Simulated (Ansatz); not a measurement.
# Ni (P6_3/mmc) in Ansatz: notebook

Runs on Ni. Level: HSE06. Tasks: single point, equation of state.

Program: Ansatz 0.2.0. These are calculated values, not measurements. Logs are shortened: lines on timing, memory, paths and dates and some standing lists are left out, and cuts for length are marked.

## (1) The crystal as given

It takes space group P6_3/mmc (No. 194, hexagonal). The conventional cell has a = 2.448 Å, b = 2.448 Å, c = 4.073 Å, α = 90.00°, β = 90.00°, γ = 120.00°. Ni (site symmetry -6m2) is surrounded by 12 Ni at 2.45 to 2.48 Å.

This isn't the form of Ni at room conditions, which is fcc.

## (2) Single point, HSE06, collinear spin, ferromagnetic start, 9.93 Å³/atom (volume scaled by 0.94)

input

```
crystal:
  lattice:
    - [2.3980492245, 0.0, 0.0]
    - [-1.1990246123, 2.076771548, 0.0]
    - [0.0, 0.0, 3.989665719]
  atoms:
    - { symbol: Ni, position: [0.6666666667, 0.3333333333, 0.75], spin: 1.0 }
    - { symbol: Ni, position: [0.3333333333, 0.6666666667, 0.25], spin: 1.0 }
hamiltonian:
  xc: hse06
  pseudopotentials: { kind: paw }
magnetization:
  spin_polarized: true
kpoints:
  mp_grid: { grid: [8, 8, 4] }
scf:
  occupations: { method: fermi_dirac, width: 0.05 }
output:
  forces: true
  stress: true
  eigenvalues: true
```

Potentials or basis: Ansatz PAW.

The log of the run:

```text
Warning: output.stress: scf.convergence.dr2_threshold = 1e-7 eV (the SCF's general default) is looser than the 2e-10 eV advised for a printed stress (1e-10 eV for each atom of the cell: 2). What an SCF threshold leaves in a stress goes as its square root, and in the free energy as the threshold itself, and one threshold admits the most on a small cell: of the crystals measured, under no hybrid functional and no lock of the moments, on runs that ended without the residual-converged pass, on stresses that held no estimate of that error, the worst erred by over 100 MPa in a component at 1e-7 eV an atom and by under 5 at 1e-10. Set scf.convergence.dr2_threshold to 2e-10 eV or tighter. The threshold is an SCF's pass mark: one that does not reach it within its budget of iterations ends unconverged, or closes short of it on a stop that the run arms, and scf.convergence.dr2_threshold's page says what that costs each kind of run
Warning: output.stress: scf.exx.energy_threshold = 1e-6 eV is looser than the 2e-8 eV advised for a stress under a hybrid functional (1e-8 eV for each atom of the cell: 2). Every SCF of the exchange loop can meet its threshold on dr2 while the loop round them stops early: no threshold on dr2 bounds what that leaves in the stress. Set scf.exx.energy_threshold to 2e-8 eV or tighter. The threshold is the loop's pass mark: a loop that does not reach it within its budget of cycles ends unconverged, and scf.exx.energy_threshold's page has the law
GPUs: using 1 of 1 available (devices: 1).
Engine: ansatz 0.2.0, x86_64-unknown-linux-gnu
Pseudopotentials: kind: paw
Pseudopotential: Ni, paw, valence charge 18, recommended cutoff 420 eV (normal), Ni.paw.azcp
Functional definition: HSE06
  parameter a = 0.25
  parameter omega = 0.11/bohr
  exchange = pbe_x - a*pbe_x_sr(omega) + a*exact_x_sr(omega)
  correlation = pbe_c
device memory: the entry about to start is reckoned to put 0.8 GiB on a device that reports 45.4 GiB free (of which the cap on the GPU budget leaves the run 18.0 GiB)
GPU FFT provider: cuFFT
GPU libraries: cuBLAS 13.8.2, cuFFT 12.4.0, cuSOLVER 12.3.4
Crystal: 2 atoms, lattice volume = 19.869 Å³
Basis set: ecut = 420 eV, 379 PW (Γ), exchange–correlation on 36×36×54 points (8 copies of the dense FFT grid, shifted against one another)
Bands: 23, of which v1, the nominal top of the filled ones, is band 18 counted from 1 (17 counted from 0)
Symmetry: 24 space group operations
Space group: P63/mmc (ITA 194), of the structure as read, at distance tolerance 2.7e-5 Å
Magnetic group: BNS 194.263 (UNI 1493), of the structure as read, at distance tolerance 2.7e-5 Å
k-points: 30 of 256
Non-local potential: Ni, projectors of the file, l = 0: 3, l = 1: 2, l = 2: 3, l = 3: 1
PAW form: soft (Blöchl's): semilocal exchange-correlation on the pseudo side does not see the compensation charge
PAW frozen core: Ni, regenerated for the run's functional, and the local potential with it (the file was generated under x = pbe(κ = 0.804, μ = 0.2195149727645171), c = pbe(β = 0.06672455060314922))
PAW one-centre angular grid: Ni, 590 points (default); XC on 96 Gauss nodes
Initial density: superposition of atomic densities (chi_scale 0.1, normalization cell)
Starting moments: Σ|m| = 2 μB on 2 of 2 sites
Initial wavefunctions: pseudopotential atomic-orbital guess
GPU buffer pool allocated for 8748 grid points (all kernels)
GPU transforms: local potential and band sums: pruned to the plane-wave sphere, on 18×18×27
Functional: x = pbe(κ = 0.804, μ = 0.2195149727645171), c = pbe(β = 0.06672455060314922), warm-up for x = pbe(κ = 0.804, μ = 0.2195149727645171) + 0.25 (exact − pbe) at short range (hse, ω = 0.20786987370883472 Å⁻¹), c = pbe(β = 0.06672455060314922); HSE06 as pw.x's `hse` composes it (authors' and Libxc's form: `xc: wpbeh`)
iter 1 solved again at ethr=3.07e-5 eV; its pass at ethr=1.00e-1 eV (dr2=1.11e-2 eV) is discarded
SCF iter   1: F=—  HF=-11679.209569 eV  |F-HF|=—  |Δ(HF+E_count)|=         —  Δρ=2.38e-2 (↑1.92e-2 ↓2.38e-2)  dr2=1.28e-2  dr2_m=7.55e-2  M=1.441 μB ∫|m|=1.502 μB  β_m=0.30  ethr=3.07e-5  ⟨swp⟩=6.9  Hψ=9689  notcnv=0
preconditioner: auto → none  [metal: Δε(μ)=0.013 eV  Ē_g=10.922 eV  σ=0.050 eV  W_gap=0.07  n_scr=2 (ndim 8)  ℏωp=37.3 eV  f_vac=0.000  D(μ)=4.15/eV (n_scr^D=84)  sad-step TF]
SCF iter   2: F=—  HF=-11679.230632 eV  |F-HF|=—  |Δ(HF+E_count)|=   2.11e-2  Δρ=2.40e-2 (↑1.51e-2 ↓2.40e-2)  dr2=1.65e-2  dr2_m=6.29e-2  M=1.365 μB ∫|m|=1.456 μB  β_m=0.30  ethr=3.07e-5  ⟨swp⟩=3.0  Hψ=3143  notcnv=0
SCF iter   3: F=—  HF=-11679.244588 eV  |F-HF|=—  |Δ(HF+E_count)|=   1.40e-2  Δρ=1.91e-2 (↑1.28e-2 ↓1.91e-2)  dr2=7.75e-3  dr2_m=4.30e-2  M=1.324 μB ∫|m|=1.435 μB  β_m=0.30  ethr=3.07e-5  ⟨swp⟩=2.5  Hψ=2833  notcnv=0
iter 4 solved again at ethr=9.19e-7 eV; its pass at ethr=2.15e-5 eV (dr2=3.31e-4 eV) is discarded
SCF iter   4: F=—  HF=-11679.256553 eV  |F-HF|=—  |Δ(HF+E_count)|=   1.20e-2  Δρ=1.37e-2 (↑1.23e-2 ↓1.37e-2)  dr2=3.04e-4  dr2_m=3.06e-2  M=1.287 μB ∫|m|=1.415 μB  β_m=0.30  ethr=9.19e-7  ⟨swp⟩=2.0  Hψ=6167  notcnv=0
SCF iter   5: F=—  HF=-11679.262777 eV  |F-HF|=—  |Δ(HF+E_count)|=   6.22e-3  Δρ=1.21e-2 (↑9.33e-3 ↓1.21e-2)  dr2=1.12e-3  dr2_m=2.07e-2  M=1.262 μB ∫|m|=1.401 μB  β_m=0.30  ethr=8.46e-7  ⟨swp⟩=3.2  Hψ=3288  notcnv=0
SCF iter   6: F=—  HF=-11679.266281 eV  |F-HF|=—  |Δ(HF+E_count)|=   3.50e-3  Δρ=1.03e-2 (↑6.90e-3 ↓1.03e-2)  dr2=1.78e-3  dr2_m=1.33e-2  M=1.244 μB ∫|m|=1.391 μB  β_m=0.30  ethr=8.46e-7  ⟨swp⟩=2.3  Hψ=2531  notcnv=0
SCF iter   7: F=—  HF=-11679.268554 eV  |F-HF|=—  |Δ(HF+E_count)|=   2.27e-3  Δρ=8.64e-3 (↑5.11e-3 ↓8.64e-3)  dr2=1.97e-3  dr2_m=8.37e-3  M=1.232 μB ∫|m|=1.384 μB  β_m=0.30  ethr=8.46e-7  ⟨swp⟩=2.0  Hψ=2509  notcnv=0
[... 86 lines left out ...]
GPU FFT provider: cuFFT
GPU libraries: cuBLAS 13.8.2, cuFFT 12.4.0, cuSOLVER 12.3.4
GPU buffer pool allocated for 8748 grid points (all kernels)
GPU transforms: local potential and band sums: pruned to the plane-wave sphere, on 18×18×27
Exchange kernel: α = 0.2500, screened, ω = 0.2079 Å⁻¹, Wigner–Seitz truncation, v(0) = 1040.4616 eV·Å³, q-mesh 8×8×4, nearest image of the exchange supercell L = 15.96 Å, pair-density grid 12×12×18, without the augmentation charges, whose exchange is taken in its separable form by FFT convolution over the k-point mesh (sized by the pseudopotential files, 15×15×27 at the most), smooth part of the exact exchange by density-matrix convolution in up to 1.61 GiB of GPU memory as planned if the GPU has room (build and FFT work areas not counted)
Frozen-core exchange: fock
SCF iter   1: F=—  HF=-11675.150517 eV  |F-HF|=—  |Δ(HF+E_count)|=         —  Δρ=5.46e-6 (↑6.79e-7 ↓5.46e-6)  dr2=2.96e-9  dr2_m=1.56e-9  M=1.562 μB ∫|m|=2.028 μB  β_m=0.30  ethr=2.04e-9  ⟨swp⟩=2.7  Hψ=2861  notcnv=0
preconditioner: auto → none  [metal: Δε(μ)=0.055 eV  Ē_g=13.213 eV  σ=0.050 eV  W_gap=0.27  n_scr=2 (ndim 8)  ℏωp=37.3 eV  f_vac=0.000  D(μ)=0.86/eV (n_scr^D=2)]
SCF iter   2: F=—  HF=-11675.150518 eV  |F-HF|=—  |Δ(HF+E_count)|=   5.68e-7  Δρ=4.17e-6 (↑1.85e-6 ↓4.17e-6)  dr2=4.36e-10  dr2_m=1.51e-9  M=1.562 μB ∫|m|=2.028 μB  β_m=0.44  ethr=6.25e-12  ⟨swp⟩=3.9  Hψ=3947  notcnv=0
SCF iter   3: F=—  HF=-11675.150518 eV  |F-HF|=—  |Δ(HF+E_count)|=   3.31e-8  Δρ=2.29e-6 (↑1.54e-6 ↓2.29e-6)  dr2=8.94e-11  dr2_m=5.87e-10  M=1.562 μB ∫|m|=2.028 μB  β_m=0.72  ethr=1.08e-12 (applied; sched 1.00e-12)  ⟨swp⟩=2.7  Hψ=2744  notcnv=0
SCF iter   4: F=-11675.150518 eV  HF=-11675.150518 eV  |F-HF|=2.98e-10  |Δ(HF+E_count)|=  2.87e-10  Δρ=1.18e-6 (↑5.00e-7 ↓1.18e-6)  dr2=2.88e-10  dr2_m=2.53e-11  M=1.562 μB ∫|m|=2.028 μB  ethr=1.12e-12 (applied; sched 1.00e-12)  ⟨swp⟩=3.1  Hψ=2964  notcnv=0
SCF 5 converged in 4 iterations: F = -11675.150518 eV  dr2 = 2.88e-10
  Residual-converged pass: ⟨swp⟩=2.8  Hψ=2765  notcnv=0  max |occ|·‖R‖ = 5.1e-7 eV (tolerance 5.2e-7 eV)  dr2=2.86e-10  dr2_m=2.65e-11  dr2_onsite=9.71e-11  max |Δocc| = 1.7e-13
hybrid outer 4: dexx = +5.760e-9 eV, tail = 7.71e-9 eV, Δε = 6.26e-4 eV (about 2.08e-4 eV left of the loop's levels), ΔF = 7.40e-17 eV/Å (tail 2.46e-17)
at 8 of the mixer's solves, all of them in the SCFs whose states led to this one, it left a direction of its history that read negative out of its fit and stepped the other way along it
this state was not tested for a lower state beside it, because the functional holds exact exchange (a hybrid, or Hartree-Fock), whose exchange loop this test does not read (fock_operator); the stability check (scf.self_checks: high) cannot read this state: a pseudopotential is PAW: the check reads norm-conserving sets alone
hybrid SCF converged: 4 outer / 43 inner (+15 warm-up), last move |dexx| = 5.76e-9 eV, tail = 7.71e-9 eV
Magnetization: 1.5622 μB (18.7811 up, 17.2189 down)
Absolute magnetization: 2.0293 μB (∫|ρ↑−ρ↓|, with the PAW one-centre terms)
Spin contamination: 0.0933 ħ² per cell (⟨S²⟩ above its minimum at these occupations)
Per-site moments (μB) at R_I (Å): [(0.8662765654580178, 0.9891953051199267), (0.8662765654580182, 0.9891953051199267)]
Free energy (F): -11675.150517 eV
Frozen-core exchange: fock
Harris-Foulkes:  -11675.150517 eV  (|F-HF|=2.98e-10)
Internal energy: -11675.143443 eV  (E = F + TS)
E sigma→0 (E₀):  -11675.146980 eV
Entropy (-TS):   -0.007074 eV (-3.537 meV/atom)
Fermi energy:    20.255231 eV
--- Per-component energies (eV) ---
  E_band       = -607.940865
  E_kinetic    = 571.034134
  E_local      = -6600.458784  (includes V_loc(G=0)·N_el)
  E_nonlocal   = 1283.838343
  E_hartree    = 2775.786405
  E_xc         = -137.771888
  E_vxc        = -175.908585  (∫ρ·V_xc dr)
  E_exx        = -192.273101  (= α·E_x^exact, valence–valence)
  E_paw        = -3107.042685  (= ΣΔE_a)
  E_vpaw       = -853.471989  (= ΣTr[D̂ρ^β])
  E_aug_tail   = 0.001118  (compensation charges beyond the density's cutoff)
  E_ewald      = -6267.824446
  E_core_change = -0.432539  (= ΣΔE_core)
  E_smearing   = -0.007074  (= −TS)
  E_closure    = -0.000000  (closes the sum)
  Σ components = -11675.150517   (vs F -11675.150517, Δ=-1.82e-12)
--- Forces (eV/Å), atoms counted from 1 ---
  atom   1  Ni     0.00000000    -0.00000000     0.00000000
  atom   2  Ni    -0.00000000     0.00000000     0.00000000
  max |Σ_I F_I| component: 1.85e-17 eV/Å
--- Stress (GPa, compression-positive) ---
       28.872834       0.000000       0.000000
       -0.000000      28.872834       0.000000
        0.000000       0.000000      21.686133
  P = ⅓ Tr σ = 26.4773 GPa (264.773 kbar)
--- Band table (eV; the first three rows and the last of 60) ---
  k-point 0 ↑: bands = ["-89.9878", "-89.9358", "-49.4853", "-49.1667", "-48.4121", "-48.4121", "-48.3616", "-48.3616", "9.3148", "12.5763", "14.7421", "15.9520", "15.9520", "16.2608", "16.2608", "16.5260", "16.5260", "17.7483", "17.7483", "19.2103", "26.5528", "44.8014", "47.2519"]
  k-point 1 ↑: bands = ["-89.9802", "-89.9435", "-49.4384", "-49.2135", "-48.4046", "-48.4046", "-48.3689", "-48.3689", "10.0191", "12.5754", "14.6229", "15.8359", "15.8359", "16.1110", "16.1110", "16.8488", "16.8657", "16.8657", "17.6733", "17.6733", "29.9600", "42.5638", "45.0516"]
  k-point 2 ↑: bands = ["-89.9618", "-89.9618", "-49.3257", "-49.3257", "-48.3864", "-48.3864", "-48.3864", "-48.3864", "11.7447", "11.7447", "14.7076", "14.7076", "15.8749", "15.8749", "15.8749", "15.8749", "17.3682", "17.3682", "17.3682", "17.3682", "36.0412", "36.0412", "45.5690"]
  k-point 29 ↓: bands = ["-88.4260", "-88.4260", "-47.3355", "-47.3355", "-47.2184", "-47.2184", "-47.1135", "-47.1135", "14.9014", "14.9014", "16.0036", "16.0036", "16.6584", "16.6584", "18.0724", "18.0724", "21.9597", "21.9597", "25.8217", "25.8217", "29.2613", "29.2613", "32.6294"]
```

Run time: 43 s. Hardware: 1 × NVIDIA H100 80GB HBM3 with 2 threads of AMD EPYC 7R13 (Zen 3), shared host; peak memory 1.7 GiB.

Results:

```
Free energy            : -11675.1505 eV
Pressure               : 26.5 GPa
Band gap on the k mesh : none (metal or under the smearing width)
Net moment             : 1.56 μB per cell
Absolute moment        : 2.03 μB per cell
Site moments           : Ni +0.87 μB
```

Caveat: the k mesh is coarse (spacing up to 0.39 Å⁻¹), so the values aren't converged, least of all with exact exchange; the magnetic or orbital state may not be the lowest; the pressure holds a Pulay correction of +0.5 GPa for the finite cutoff; the PAW data sets come from PBE, with cores solved anew for the run's functional, which leaves a small shift of forces and pressure; the thresholds are loose for stress.

## (3) Single point, HSE06, collinear spin, ferromagnetic start, 10.15 Å³/atom (volume scaled by 0.96)

Changes to input since step 2:

```diff
@@ -2,5 +2,5 @@
   lattice:
-    - [2.3980492245, 0.0, 0.0]
-    - [-1.1990246123, 2.076771548, 0.0]
-    - [0.0, 0.0, 3.989665719]
+    - [2.4149374515, 0.0, 0.0]
+    - [-1.2074687258, 2.0913971816, 0.0]
+    - [0.0, 0.0, 4.0177628822]
   atoms:
@@ -21 +21,5 @@
   eigenvalues: true
+  write_density: true
+  write_potential: true
+  elf: true
+  volumetric_format: npy
```

Potentials or basis: Ansatz PAW.

It took 65 s on 1 × NVIDIA H100 80GB HBM3 with 2 threads of AMD EPYC 7R13 (Zen 3), shared host; peak memory 1.7 GiB.

Results (log left out):

- Free energy: -11675.2131 eV
- Pressure: 21.0 GPa
- Band gap on the k mesh: none (metal or under the smearing width)
- Net moment: 1.56 μB per cell
- Absolute moment: 2.04 μB per cell
- Site moments: Ni +0.87 μB

Caveat: the k mesh is coarse (spacing up to 0.39 Å⁻¹), so the values aren't converged, least of all with exact exchange; the magnetic or orbital state may not be the lowest; the pressure holds a Pulay correction of +0.5 GPa for the finite cutoff; the PAW data sets come from PBE, with cores solved anew for the run's functional, which leaves a small shift of forces and pressure; the thresholds are loose for stress.

## (4) Single point, HSE06, collinear spin, ferromagnetic start, 10.36 Å³/atom (volume scaled by 0.98)

Changes to input since step 3:

```diff
@@ -2,5 +2,5 @@
   lattice:
-    - [2.4149374515, 0.0, 0.0]
-    - [-1.2074687258, 2.0913971816, 0.0]
-    - [0.0, 0.0, 4.0177628822]
+    - [2.4315927189, 0.0, 0.0]
+    - [-1.2157963594, 2.1058210663, 0.0]
+    - [0.0, 0.0, 4.0454724674]
   atoms:
@@ -21,5 +21 @@
   eigenvalues: true
-  write_density: true
-  write_potential: true
-  elf: true
-  volumetric_format: npy
```

It took 63 s on 1 × NVIDIA H100 80GB HBM3 with 2 threads of AMD EPYC 7R13 (Zen 3), shared host; peak memory 1.7 GiB.

It converged, with:

| Item | Value |
| --- | --- |
| Free energy | -11675.2622 eV |
| Pressure | 16.2 GPa |
| Band gap on the k mesh | none (metal or under the smearing width) |
| Net moment | 1.56 μB per cell |
| Absolute moment | 2.04 μB per cell |
| Site moments | Ni +0.87 μB |

Caveat: the k mesh is coarse (spacing up to 0.39 Å⁻¹), so the values aren't converged, least of all with exact exchange; the magnetic or orbital state may not be the lowest; the pressure holds a Pulay correction of +0.5 GPa for the finite cutoff; the PAW data sets come from PBE, with cores solved anew for the run's functional, which leaves a small shift of forces and pressure; the thresholds are loose for stress.

## (5) Single point, HSE06, collinear spin, ferromagnetic start, 10.57 Å³/atom

Changes to input since step 4:

```diff
@@ -2,5 +2,5 @@
   lattice:
-    - [2.4315927189, 0.0, 0.0]
-    - [-1.2157963594, 2.1058210663, 0.0]
-    - [0.0, 0.0, 4.0454724674]
+    - [2.4480228978, 0.0, 0.0]
+    - [-1.2240114489, 2.1200500186, 0.0]
+    - [0.0, 0.0, 4.07280757]
   atoms:
```

Wall time 89 s (1 × NVIDIA H100 80GB HBM3 with 2 threads of AMD EPYC 7R13 (Zen 3), shared host); peak memory 1.7 GiB.

Results (log left out):

* Free energy: -11675.3067 eV
* Pressure: 15.4 GPa
* Band gap on the k mesh: none (metal or under the smearing width)
* Net moment: 1.56 μB per cell
* Absolute moment: 2.04 μB per cell
* Site moments: Ni +0.86 μB

Caveat: the k mesh is coarse (spacing up to 0.39 Å⁻¹), so the values aren't converged, least of all with exact exchange; the magnetic or orbital state may not be the lowest; the pressure holds a Pulay correction of +0.5 GPa for the finite cutoff; the PAW data sets come from PBE, with cores solved anew for the run's functional, which leaves a small shift of forces and pressure; the thresholds are loose for stress.

## (6) Single point, HSE06, collinear spin, ferromagnetic start, 10.78 Å³/atom (volume scaled by 1.02)

Changes to input since step 5:

```diff
@@ -2,5 +2,5 @@
   lattice:
-    - [2.4480228978, 0.0, 0.0]
-    - [-1.2240114489, 2.1200500186, 0.0]
-    - [0.0, 0.0, 4.07280757]
+    - [2.4642354424, 0.0, 0.0]
+    - [-1.2321177212, 2.1340904941, 0.0]
+    - [0.0, 0.0, 4.0997805916]
   atoms:
```

Potentials or basis: Ansatz PAW.

Wall time 1.8 min (1 × NVIDIA H100 80GB HBM3 with 2 threads of AMD EPYC 7R13 (Zen 3), shared host); peak memory 1.8 GiB.

It converged, with:

```
Free energy            : -11675.3430 eV
Pressure               : 11.9 GPa
Band gap on the k mesh : none (metal or under the smearing width)
Net moment             : 1.57 μB per cell
Absolute moment        : 2.05 μB per cell
Site moments           : Ni +0.87 μB
```

Caveat: the k mesh is coarse (spacing up to 0.38 Å⁻¹), so the values aren't converged, least of all with exact exchange; the magnetic or orbital state may not be the lowest; the pressure holds a Pulay correction of +0.5 GPa for the finite cutoff; the PAW data sets come from PBE, with cores solved anew for the run's functional, which leaves a small shift of forces and pressure; the thresholds are loose for stress.

## (7) Single point, HSE06, collinear spin, ferromagnetic start, 10.99 Å³/atom (volume scaled by 1.04)

Changes to input since step 6:

```diff
@@ -2,5 +2,5 @@
   lattice:
-    - [2.4642354424, 0.0, 0.0]
-    - [-1.2321177212, 2.1340904941, 0.0]
-    - [0.0, 0.0, 4.0997805916]
+    - [2.4802374197, 0.0, 0.0]
+    - [-1.2401187098, 2.1479486129, 0.0]
+    - [0.0, 0.0, 4.1264032895]
   atoms:
```

Run time: 1.9 min. Hardware: 1 × NVIDIA H100 80GB HBM3 with 2 threads of AMD EPYC 7R13 (Zen 3), shared host; peak memory 1.8 GiB.

The run converged. Its results:

| Item | Value |
| --- | --- |
| Free energy | -11675.3699 eV |
| Pressure | 8.4 GPa |
| Band gap on the k mesh | none (metal or under the smearing width) |
| Net moment | 1.58 μB per cell |
| Absolute moment | 2.07 μB per cell |
| Site moments | Ni +0.87 μB |

Caveat: the k mesh is coarse (spacing up to 0.38 Å⁻¹), so the values aren't converged, least of all with exact exchange; the magnetic or orbital state may not be the lowest; the pressure holds a Pulay correction of +0.5 GPa for the finite cutoff; the PAW data sets come from PBE, with cores solved anew for the run's functional, which leaves a small shift of forces and pressure; the thresholds are loose for stress.

## (8) Equation of state, HSE06, collinear spin, ferromagnetic start

Potentials or basis: Ansatz PAW.

No new run: the results of the series are fitted here.

What came out:

```yaml
Equilibrium_volume: "11.88 Å³/atom (rough: see the caveat)"
Bulk_modulus_at_fixed_shape_and_positions: 107 GPa (rough)
```

Energy against volume, from the lowest point:
```csv
volume (Å³/atom),energy (meV/atom)
9.935,109.67
10.146,78.37
10.357,53.83
10.569,31.56
10.780,13.44
10.992,0.00
```

Caveat: the k mesh is coarse (spacing up to 0.39 Å⁻¹), so the values aren't converged, least of all with exact exchange; the magnetic or orbital state may not be the lowest; the fit is doubtful: noisy points or a state that changes with volume; the minimum lies outside the volumes run; the cell was scaled at fixed shape and fractional positions, which overstates the stiffness of a crystal with free parameters, most of all of layers and chains; the PAW data sets were made with another functional, which shifts forces and pressure a little.
